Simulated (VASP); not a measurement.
Crystal: GaAs.

```
Ga As
1.0
     0.00000    2.83140    2.83140
     2.83140    0.00000    2.83140
     2.83140    2.83140    0.00000
Ga As
1 1
Direct
  0.00000 0.00000 0.00000
  0.25000 0.25000 0.25000
```

Base run:

```yaml
Program: VASP 6.6.1
Functional: PBE0
Potentials_or_basis: VASP PAW PBE potentials, release 64 (Ga_d, As)
Cutoff: 520 eV
k_mesh: 6 × 6 × 6
Occupations: gaussian, width 0.03 eV
Spin: no spin polarisation
```

Its results: band gap on the k mesh 1.98 eV, direct; pressure 0.4 GPa.

The run is repeated on the same cell with these changes: functional from PBE0 to HSE06. What comes out?

Band gap on the k mesh 1.39 eV, direct; pressure 0.6 GPa.

Caveats: the PAW data sets were made with another functional, which shifts forces and pressure a little.
